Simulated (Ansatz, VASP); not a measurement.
**Cross-check of Si54BN72 (start site: B_i (void)) between VASP and Ansatz**

Wanted: the spread between two codes on one cell, functional and k mesh. Of the first pair: The structure shown is the start of the Ansatz relaxation below; VASP solves that cell, so the two are compared at the walk's first step.

Main program and level: Ansatz 0.2.0; plane waves, with VASP 6.6.1 beside it; PBEsol.

## (1) The starting structure

The cell holds 127 atoms: 54 Si, 72 N and 1 B. Cell: a = 13.206 Å, b = 13.206 Å, c = 8.731 Å, α = 90.0°, β = 90.0°, γ = 120.0°. It derives from Si3N4 (Si3N4 (P6_3/m)). Nearest the centre at fractional (0.000, 1.000, 0.667): B127 at 0.05 Å, N112 at 2.48 Å, N94 at 2.49 Å, N102 at 2.50 Å, N87 at 2.52 Å, N117 at 2.52 Å, N121 at 2.55 Å, Si19 at 2.77 Å. The cell carries charge +2.

## (2) Ansatz: relaxation, PBEsol

Ansatz runs on its PAW soft_1 files.

The two programs are compared at the cell with which this relaxation starts, whose forces are those of its first step.

The input, input.yaml:

```yaml
crystal:
  lattice:
    - [11.43668588, 6.60297367, 0.0]
    - [-11.43668588, 6.60297367, 0.0]
    - [0.0, 0.0, 2.91025578]
  atoms:
    - { symbol: Si, position: [0.01950046, 0.80655545, 0.75] }
    - { symbol: Si, position: [0.3528338, 0.47322211, 0.75] }
    - { symbol: Si, position: [0.68616713, 0.13988878, 0.75] }
    - { symbol: Si, position: [0.21294502, 0.01950046, 0.25] }
    - { symbol: Si, position: [0.54627835, 0.68616713, 0.25] }
    - { symbol: Si, position: [0.87961168, 0.3528338, 0.25] }
    - { symbol: Si, position: [0.13988878, 0.45372165, 0.25] }
    - { symbol: Si, position: [0.47322211, 0.12038832, 0.25] }
    - { symbol: Si, position: [0.80655545, 0.78705498, 0.25] }
    - { symbol: Si, position: [0.19344455, 0.21294502, 0.75] }
    - { symbol: Si, position: [0.52677789, 0.87961168, 0.75] }
    - { symbol: Si, position: [0.86011122, 0.54627835, 0.75] }
    - { symbol: Si, position: [0.12038832, 0.6471662, 0.75] }
    - { symbol: Si, position: [0.45372165, 0.31383287, 0.75] }
    - { symbol: Si, position: [0.78705498, 0.98049954, 0.75] }
    - { symbol: Si, position: [0.31383287, 0.86011122, 0.25] }
    - { symbol: Si, position: [0.6471662, 0.52677789, 0.25] }
    - { symbol: Si, position: [0.98049954, 0.19344455, 0.25] }
    - { symbol: "N", position: [0.0, 0.66666667, 0.75] }
    - { symbol: "N", position: [0.33333333, 0.33333333, 0.75] }
    - { symbol: "N", position: [0.66666667, 0.0, 0.75] }
    - { symbol: "N", position: [0.0, 0.33333333, 0.25] }
    - { symbol: "N", position: [0.33333333, 0.0, 0.25] }
    - { symbol: "N", position: [0.66666667, 0.66666667, 0.25] }
    - { symbol: "N", position: [0.21345843, 0.45653274, 0.75] }
    - { symbol: "N", position: [0.54679176, 0.12319941, 0.75] }
    - { symbol: "N", position: [0.8801251, 0.78986608, 0.75] }
    - { symbol: "N", position: [0.09025902, 0.8801251, 0.25] }
    - { symbol: "N", position: [0.42359235, 0.54679176, 0.25] }
    - { symbol: "N", position: [0.75692569, 0.21345843, 0.25] }
    - { symbol: "N", position: [0.12319941, 0.57640765, 0.25] }
    - { symbol: "N", position: [0.45653274, 0.24307431, 0.25] }
    - { symbol: "N", position: [0.78986608, 0.90974098, 0.25] }
    - { symbol: "N", position: [0.21013392, 0.09025902, 0.75] }
    - { symbol: "N", position: [0.54346726, 0.75692569, 0.75] }
    - { symbol: "N", position: [0.87680059, 0.42359235, 0.75] }
    - { symbol: "N", position: [0.1198749, 0.21013392, 0.25] }
    - { symbol: "N", position: [0.45320824, 0.87680059, 0.25] }
    - { symbol: "N", position: [0.78654157, 0.54346726, 0.25] }
    - { symbol: "N", position: [0.24307431, 0.78654157, 0.75] }
    - { symbol: "N", position: [0.57640765, 0.45320824, 0.75] }
    - { symbol: "N", position: [0.90974098, 0.1198749, 0.75] }
  supercell: [1, 1, 3]
  defects: [{ interstitial: { symbol: B, position: [0.0, 1.0, 0.666667] } }]
total_charge: 2
basis:
  ecutwfc: 420
  xc_grid: 2
hamiltonian:
  xc: pbesol
  pseudopotentials: { kind: paw, azcp: { folder: soft_1 }, xc_functional: pbe }
kpoints:
  mp_grid: { grid: [1, 1, 1], shift: [0.25, 0.25, 0.25] }
magnetization:
  spin_polarized: true
  initial_magnetization: 1
  spin_locking: { lock_magnetization: hard }
scf:
  occupations: { method: fixed }
  max_iter: 100
output:
  forces: true
  charged_corrections: { epsilon: [4.29, 4.29, 4.37], static_epsilon: [8.29, 8.29, 8.25] }
relax:
  f_tol: 0.02
  max_steps: 80
  random_displacement: { amplitude: 0.05, seed: 6141 }
checkpoint:
  write: "../qp2_M1.relax.run"
  compress: false
  write_wavefunctions: true
  write_every: 100000
```

Launch:

```bash
$ ansatz run input.yaml --threads 4 --pin off --max-ram 15073MiB --backend cpu --events-out ev --progress --plain --runs-dir out
```

Numbers of over 12 decimals in the logs are rounded to 6 here.

The log of the run:

```text
Engine: ansatz 0.2.0, aarch64-unknown-linux-gnu
Pseudopotentials: kind: paw
Pseudopotential: Si, paw, valence charge 4, recommended cutoff 420 eV (normal), soft_1/Si.paw.azcp
Pseudopotential: N, paw, valence charge 5, recommended cutoff 420 eV (normal), soft_1/N.paw.azcp
Pseudopotential: B, paw, valence charge 3, recommended cutoff 420 eV (normal), soft_1/B.paw.azcp
Functional definition: PBEsol
  exchange = pbesol_x
  correlation = pbesol_c
Crystal: 127 atoms, lattice volume = 1318.628 Å³
Basis set: ecut = 420 eV, 25805 PW (Γ), exchange–correlation on 180×180×120 points (8 copies of the dense FFT grid, shifted against one another)
Bands: 416, of which v1, the nominal top of the filled ones, is band 289 counted from 1 (288 counted from 0)
Symmetry: 1 space group operations
k-points: 1
Non-local potential: Si, projectors of the file, l = 0: 2, l = 1: 2, l = 2: 1
Non-local potential: N, projectors of the file, l = 0: 2, l = 1: 2, l = 2: 1
Non-local potential: B, projectors of the file, l = 0: 2, l = 1: 2, l = 2: 1
PAW form: soft (Blöchl's): semilocal exchange-correlation on the pseudo side does not see the compensation charge
PAW frozen core: Si, regenerated for the run's functional, and the local potential with it (the file was generated under x = pbe(κ = 0.804, μ = 0.219515), c = pbe(β = 0.066725))
PAW frozen core: N, regenerated for the run's functional, and the local potential with it (the file was generated under x = pbe(κ = 0.804, μ = 0.219515), c = pbe(β = 0.066725))
PAW frozen core: B, regenerated for the run's functional, and the local potential with it (the file was generated under x = pbe(κ = 0.804, μ = 0.219515), c = pbe(β = 0.066725))
PAW one-centre angular grid: Si, 110 points (default); XC on 64 Gauss nodes
PAW one-centre angular grid: N, 110 points (default); XC on 64 Gauss nodes
PAW one-centre angular grid: B, 110 points (default); XC on 64 Gauss nodes
Initial density: superposition of atomic densities (chi_scale 0.1, normalization cell, long waves kept (reshape's long-wave potential 0.14 eV rms))
Starting moments: Σ|m| = 1 μB on 127 of 127 sites
Initial wavefunctions: pseudopotential atomic-orbital guess
Functional: x = pbesol(κ = 0.804, μ = 0.123457), c = pbesol(β = 0.046)
SCF iter   1: F=—  HF=-61225.893113 eV  |F-HF|=—  |Δ(HF+E_count)|=         —  Δρ=7.62e-2 (↑7.58e-2 ↓7.62e-2)  dr2=3.26e2  dr2_m=1.15e-1  M=1.000 μB ∫|m|=1.029 μB  β_m=0.30  ethr=3.10e-3  ⟨swp⟩=6.0  Hψ=3302  notcnv=0  defer=250
preconditioner: auto → Resta (q_TF=auto, 2.377 Å⁻¹)  ε∞=3.6  [insulator: Δε(μ)=1.103 eV  Ē_g=15.302 eV  n_scr=282 (ndim 8)  ℏωp=24.6 eV  f_vac=0.008  ε∞_Penn≈3.6]
spin=Collinear: Resta preconditioning applied to the charge; magnetization (m = ρ↑ − ρ↓) channel mixes plain (no charge-response kernel on spin).
SCF iter   2: F=—  HF=-61147.565560 eV  |F-HF|=—  |Δ(HF+E_count)|=    7.83e1  Δρ=3.83e-2 (↑3.83e-2 ↓3.79e-2)  dr2=7.79e1  dr2_m=3.74e-2  M=1.000 μB ∫|m|=1.029 μB  β_m=0.43  ethr=3.10e-3  ⟨swp⟩=3.0  Hψ=1437  notcnv=0  defer=249
SCF iter   3: F=—  HF=-61125.599799 eV  |F-HF|=—  |Δ(HF+E_count)|=    2.20e1  Δρ=1.49e-2 (↑1.46e-2 ↓1.49e-2)  dr2=6.28e0  dr2_m=1.87e-2  M=1.000 μB ∫|m|=1.067 μB  β_m=0.62  ethr=3.10e-3  ⟨swp⟩=3.0  Hψ=1291  notcnv=0  defer=250
SCF iter   4: F=—  HF=-61124.901014 eV  |F-HF|=—  |Δ(HF+E_count)|=   6.99e-1  Δρ=9.14e-3 (↑4.54e-3 ↓9.14e-3)  dr2=3.61e0  dr2_m=1.50e-1  M=1.000 μB ∫|m|=1.144 μB  β_m=0.57  ethr=1.09e-3  ⟨swp⟩=2.5  Hψ=1160  notcnv=0  defer=250
SCF iter   5: F=—  HF=-61124.696980 eV  |F-HF|=—  |Δ(HF+E_count)|=   2.04e-1  Δρ=5.13e-3 (↑2.29e-3 ↓5.13e-3)  dr2=1.23e0  dr2_m=3.99e-2  M=1.000 μB ∫|m|=1.110 μB  β_m=0.48  ethr=6.26e-4  ⟨swp⟩=2.0  Hψ=904  notcnv=0  defer=251
SCF iter   6: F=—  HF=-61124.535062 eV  |F-HF|=—  |Δ(HF+E_count)|=   1.62e-1  Δρ=1.99e-3 (↑8.46e-4 ↓1.99e-3)  dr2=1.59e-1  dr2_m=9.51e-3  M=1.000 μB ∫|m|=1.085 μB  β_m=0.62  ethr=2.14e-4  ⟨swp⟩=2.0  Hψ=874  notcnv=0  defer=251
SCF iter   7: F=—  HF=-61124.544204 eV  |F-HF|=—  |Δ(HF+E_count)|=   9.14e-3  Δρ=1.74e-3 (↑5.37e-4 ↓1.74e-3)  dr2=1.24e-1  dr2_m=8.17e-3  M=1.000 μB ∫|m|=1.089 μB  β_m=0.66  ethr=2.76e-5  ⟨swp⟩=2.5  Hψ=1107  notcnv=0  defer=251
SCF iter   8: F=—  HF=-61124.549175 eV  |F-HF|=—  |Δ(HF+E_count)|=   4.97e-3  Δρ=6.73e-4 (↑3.82e-4 ↓6.73e-4)  dr2=2.00e-2  dr2_m=6.90e-4  M=1.000 μB ∫|m|=1.091 μB  β_m=0.60  ethr=2.15e-5  ⟨swp⟩=2.0  Hψ=638  notcnv=0  defer=251
SCF iter   9: F=—  HF=-61124.550847 eV  |F-HF|=—  |Δ(HF+E_count)|=   1.67e-3  Δρ=2.88e-4 (↑2.11e-4 ↓2.88e-4)  dr2=4.54e-3  dr2_m=9.77e-5  M=1.000 μB ∫|m|=1.094 μB  β_m=0.58  ethr=3.46e-6  ⟨swp⟩=2.0  Hψ=1024  notcnv=0  defer=251
SCF iter  10: F=—  HF=-61124.551785 eV  |F-HF|=—  |Δ(HF+E_count)|=   9.38e-4  Δρ=3.88e-4 (↑7.56e-5 ↓3.88e-4)  dr2=6.58e-3  dr2_m=4.50e-4  M=1.000 μB ∫|m|=1.096 μB  β_m=0.57  ethr=7.87e-7  ⟨swp⟩=2.0  Hψ=1096  notcnv=0  defer=249
[...]
- { symbol: N, position: [0.666820, -0.000330238, 0.248745] }
    - { symbol: N, position: [-0.00062456, 0.334229, 0.082698] }
    - { symbol: N, position: [0.333809, -7.904449110307521e-5, 0.083349] }
    - { symbol: N, position: [0.667072, 0.666141, 0.085075] }
    - { symbol: N, position: [0.213301, 0.456860, 0.250229] }
    - { symbol: N, position: [0.547114, 0.122705, 0.250266] }
    - { symbol: N, position: [0.881528, 0.791360, 0.255073] }
    - { symbol: N, position: [0.090396, 0.881688, 0.085546] }
    - { symbol: N, position: [0.423503, 0.547043, 0.083157] }
    - { symbol: N, position: [0.757436, 0.212186, 0.082561] }
    - { symbol: N, position: [0.122843, 0.576534, 0.083789] }
    - { symbol: N, position: [0.456125, 0.241973, 0.084330] }
    - { symbol: N, position: [0.793079, 0.909969, 0.080355] }
    - { symbol: N, position: [0.210888, 0.091365, 0.250650] }
    - { symbol: N, position: [0.545952, 0.757457, 0.250828] }
    - { symbol: N, position: [0.874873, 0.423331, 0.250105] }
    - { symbol: N, position: [0.120219, 0.211130, 0.083539] }
    - { symbol: N, position: [0.454130, 0.876291, 0.082766] }
    - { symbol: N, position: [0.787694, 0.545724, 0.084138] }
    - { symbol: N, position: [0.243203, 0.786931, 0.249894] }
    - { symbol: N, position: [0.576743, 0.452885, 0.251350] }
    - { symbol: N, position: [0.910145, 0.120392, 0.248382] }
    - { symbol: Si, position: [0.030352, 0.809117, 0.585161] }
    - { symbol: Si, position: [0.351104, 0.472034, 0.582677] }
    - { symbol: Si, position: [0.685479, 0.141939, 0.583452] }
    - { symbol: Si, position: [0.215872, 0.022479, 0.417084] }
    - { symbol: Si, position: [0.545574, 0.685678, 0.417769] }
    - { symbol: Si, position: [0.878748, 0.352868, 0.416334] }
    - { symbol: Si, position: [0.139563, 0.454118, 0.416399] }
    - { symbol: Si, position: [0.473519, 0.120457, 0.416323] }
    - { symbol: Si, position: [0.803719, 0.787929, 0.414410] }
    - { symbol: Si, position: [0.193273, 0.213197, 0.583106] }
    - { symbol: Si, position: [0.524033, 0.877881, 0.583545] }
    - { symbol: Si, position: [0.859637, 0.546014, 0.583584] }
    - { symbol: Si, position: [0.120565, 0.646943, 0.583528] }
    - { symbol: Si, position: [0.451703, 0.311288, 0.583477] }
    - { symbol: Si, position: [0.783323, 0.985193, 0.573136] }
    - { symbol: Si, position: [0.313534, 0.860267, 0.416392] }
    - { symbol: Si, position: [0.646905, 0.525370, 0.417677] }
    - { symbol: Si, position: [0.981517, 0.195115, 0.414168] }
    - { symbol: N, position: [-0.000964194, 0.667266, 0.584606] }
    - { symbol: N, position: [0.333004, 0.333122, 0.583222] }
[...]
- { symbol: Si, position: [0.022535, 0.806493, 0.920429] }
    - { symbol: Si, position: [0.351140, 0.472302, 0.917629] }
    - { symbol: Si, position: [0.687198, 0.139104, 0.915747] }
    - { symbol: Si, position: [0.216338, 0.023058, 0.751646] }
    - { symbol: Si, position: [0.539973, 0.683225, 0.750387] }
    - { symbol: Si, position: [0.879093, 0.353248, 0.750167] }
[...]
- { symbol: Si, position: [0.527585, 0.879036, 0.916486] }
    - { symbol: Si, position: [0.860832, 0.547674, 0.917945] }
    - { symbol: Si, position: [0.121338, 0.647148, 0.917189] }
    - { symbol: Si, position: [0.451864, 0.311608, 0.918101] }
    - { symbol: Si, position: [0.792884, 0.984206, 0.917399] }
    - { symbol: Si, position: [0.313638, 0.860112, 0.750837] }
    - { symbol: Si, position: [0.642889, 0.519455, 0.751032] }
    - { symbol: Si, position: [0.982074, 0.196375, 0.748928] }
[...]
- { symbol: N, position: [0.546833, 0.757689, 0.916446] }
    - { symbol: N, position: [0.874349, 0.423525, 0.916005] }
    - { symbol: N, position: [0.119720, 0.210627, 0.749476] }
    - { symbol: N, position: [0.452446, 0.875036, 0.750774] }
    - { symbol: N, position: [0.788990, 0.552464, 0.750087] }
    - { symbol: N, position: [0.242734, 0.786957, 0.917107] }
    - { symbol: N, position: [0.576254, 0.450308, 0.918917] }
    - { symbol: N, position: [0.912405, 0.121579, 0.915148] }
    - { symbol: B, position: [-0.076667, -0.066221, 0.659348] }
```

The column dr2 measures how far the density is from self-consistency, as an energy; F and HF (Harris–Foulkes) agree once it is small.

## (3) VASP: single point, PBEsol, start cell, pair 1

The same cell, functional and mesh now go to VASP, with its own data sets.

Lines of VASP's logs that name or quote its potential files are left out, and so is its time.

The input, INCAR:

```
SYSTEM = Si54BN72
PREC = Accurate
ENCUT = 520
EDIFF = 1E-06
NELM = 200
ISMEAR = 0
SIGMA = 0.01
LREAL = Auto
ALGO = Normal
GGA = PS
NELECT = 577
NBANDS = 384
ISPIN = 2
MAGMOM = -0 0 0 -0 0 0 0 0 -0 -0 0 0 0 0 0 0 0 -0 0 0 -0 0 0 0 0 0 0 0 -0 -0 -0 -0 -0 0 0 0 0 0 0 0 -0 -0 -0 -0 0 0 0 0 0 0 0 -0 0 -0 -0 -0 0 -0 0 -0 0 0 -0 -0 0 0 0 0 -0 0 0 -0 0 0 -0 0 0 -0 -0 0 -0 0 0 0 0 -0 0.03 -0 0 0 0 0 0 0.01 0 0 0 -0 0 0 -0 0.04 0 0 -0 0 0 0.01 0 0 0 0.02 0 0 -0 0 0.03 -0 0 0 0.01 -0 0 0 0 0 0.22
LORBIT = 11
LWAVE = .FALSE.
LCHARG = .FALSE.
ISIF = 2
ISYM = 0
NUPDOWN = 1
LASPH = .TRUE.
GGA_COMPAT = .FALSE.
NCORE = 4
```

The input, POSCAR:

```
Si54BN72
1.0
   11.4366858822      6.6029736727      0.0000000000
  -11.4366858822      6.6029736727      0.0000000000
    0.0000000000      0.0000000000      8.7307673276
Si N B
54 72 1
Direct
    0.0195085612      0.8039793504      0.2458087496
    0.3510086332      0.4714023394      0.2449803001
[... 1 atom line left out ...]
    0.2124397242      0.0212437761      0.0881545655
[... 4 atom lines left out ...]
    0.8035713485      0.7849467223      0.0874135080
    0.1936593673      0.2092733312      0.2497921337
[... 4 atom lines left out ...]
    0.7899617648      0.9791475152      0.2494599751
[... 2 atom lines left out ...]
    0.9825149182      0.1932892550      0.0785654885
    0.0155747140      0.8059312118      0.5848340482
[... 2 atom lines left out ...]
    0.2118349801      0.0155902792      0.4188865495
[... 4 atom lines left out ...]
    0.8051848185      0.7835104451      0.4199636598
    0.1933125755      0.2137253946      0.5777540290
[... 4 atom lines left out ...]
    0.7853981714      0.9801886048      0.5780918000
[... 2 atom lines left out ...]
    0.9793285858      0.1958969088      0.4197212985
    0.0192011083      0.8101381064      0.9175451251
[... 2 atom lines left out ...]
    0.2154987885      0.0214617202      0.7454684973
[... 4 atom lines left out ...]
    0.8022830963      0.7850467219      0.7511999523
    0.1946008651      0.2098950685      0.9160439970
[... 4 atom lines left out ...]
    0.7894206392      0.9841720753      0.9196687644
[... 2 atom lines left out ...]
    0.9799167063      0.1932580455      0.7443264442
[... 8 atom lines left out ...]
    0.8811236132      0.7872849775      0.2469376309
    0.0889240728      0.8767611345      0.0869532965
[... 4 atom lines left out ...]
    0.7935879053      0.9126380405      0.0858968029
    0.2079362705      0.0885175845      0.2451456922
[... 2 atom lines left out ...]
    0.1228738374      0.2088860800      0.0836437363
[... 4 atom lines left out ...]
    0.9098660475      0.1198939268      0.2442758947
    0.0032024893      0.6707794498      0.5842090172
    0.3293278577      0.3299808441      0.5822849023
    0.6645638041      0.9985908921      0.5883250357
[... 1 atom line left out ...]
    0.3294745641      0.9962991110      0.4164077295
    0.6641470433      0.6663593975      0.4211194574
[... 2 atom lines left out ...]
    0.8764850415      0.7895275076      0.5855783127
    0.0888527646      0.8759027101      0.4177000558
[... 4 atom lines left out ...]
    0.7896655555      0.9058815654      0.4160363991
    0.2080162408      0.0863603683      0.5859124185
[... 2 atom lines left out ...]
    0.1157068572      0.2082125018      0.4183774304
[... 4 atom lines left out ...]
    0.9069150315      0.1155733707      0.5832715280
[... 3 atom lines left out ...]
    0.9964444871      0.3317255326      0.7466774403
    0.3349443371      0.0019191899      0.7449496426
    0.6657664160      0.6661278843      0.7556025436
[... 2 atom lines left out ...]
    0.8778272429      0.7881374490      0.9214592141
    0.0882599374      0.8823318471      0.7515553621
[... 4 atom lines left out ...]
    0.7883445915      0.9070962136      0.7454498277
    0.2144880919      0.0925485707      0.9171528343
[... 2 atom lines left out ...]
    0.1227168909      0.2136912352      0.7470850792
[... 4 atom lines left out ...]
    0.9139670510      0.1228570133      0.9173178828
    0.9985183700      0.9962788226      0.6696176614
```

The input, KPOINTS:

```
Points of the shifted mesh
1
Reciprocal
 0.2500000000  0.2500000000  0.2500000000 1
```

Potentials, in the order of the species: Si, N and B (PBE family, release 64).

Launch:

```bash
$ mpirun -np 16 vasp_std
```

The log of the run:

```text
[banner, memory and clock lines left out]
running   16 mpi-ranks, on    1 nodes
[...]
|                                                                             |
|               ----> ADVICE to this user running VASP <----                  |
|                                                                             |
|     You enforced a specific xc type in the INCAR file but a different       |
|     [... a line on the potential file left out ...]
|     I HOPE YOU KNOW WHAT YOU ARE DOING!                                     |
|                                                                             |

 LDA part: xc-table for (Slater+PW92), standard interpolation
 POSCAR, INCAR and KPOINTS ok, starting setup
[...]
entering main loop
       N       E                     dE             d eps       ncg     rms          rms(c)
DAV:   1     0.266889548160E+04    0.26689E+04   -0.28538E+05  1552   0.139E+03
DAV:   2    -0.969992559554E+03   -0.36389E+04   -0.34838E+04  1880   0.299E+02
DAV:   3    -0.123191692842E+04   -0.26192E+03   -0.25963E+03  1872   0.818E+01
DAV:   4    -0.123767575621E+04   -0.57588E+01   -0.57317E+01  1912   0.125E+01
DAV:   5    -0.123784063451E+04   -0.16488E+00   -0.16453E+00  1872   0.200E+00BRMIX: very serious problems
 the old and the new charge density differ
 old charge density:   579.00000 new  577.00000
    0.871E+01
DAV:   6    -0.109765229767E+04    0.14019E+03   -0.51587E+02  1784   0.312E+01    0.398E+01
DAV:   7    -0.109600066602E+04    0.16516E+01   -0.28325E+01  1816   0.773E+00    0.187E+01
DAV:   8    -0.109506224621E+04    0.93842E+00   -0.20547E+00  1840   0.286E+00    0.729E+00
DAV:   9    -0.109495780485E+04    0.10444E+00   -0.65979E-01  1864   0.184E+00    0.234E+00
[...]
DAV:  20    -0.109500249314E+04   -0.31017E-05   -0.32654E-06  1496   0.394E-03    0.357E-03
DAV:  21    -0.109500249451E+04   -0.13646E-05   -0.10652E-06  1224   0.194E-03    0.214E-03
DAV:  22    -0.109500249525E+04   -0.74672E-06   -0.61131E-07  1160   0.129E-03
   1 F= -.10950025E+04 E0= -.10950025E+04  d E =-.602349E-06  mag=     1.0000
```

Parts of OUTCAR (step 3):

```text
 magnetization (x)
# of ion       s       p       d       tot
------------------------------------------
    1       -0.000  -0.000   0.000  -0.001
    2       -0.000  -0.000   0.000  -0.000
    3       -0.000  -0.001   0.000  -0.001
    4       -0.000  -0.000   0.000  -0.000
    5       -0.000  -0.001   0.000  -0.001
    6       -0.000  -0.000   0.000  -0.000
[...]
125       -0.000   0.002   0.000   0.002
  126       -0.000   0.000   0.000   0.000
  127       -0.000  -0.001   0.000  -0.001
--------------------------------------------------
tot          0.008   0.699   0.000   0.707
```

The run ends at a pressure of -0.96 GPa, with forces up to 3.5 eV/Å.

(Part 1 of 2 ends here.)

[Lines on the potential files, build, host, timing and source positions are cut from VASP's logs without a mark.]

[Logs are printed without paths, hosts, clocks, repeated set-up lines and the standing remarks that a program may print on its own settings, such as how far it seeks lower states.]

[Hosts, paths, dates, database ids (printed as entryN), source tags and the programs' standing remarks are cut or masked in the printed files.]
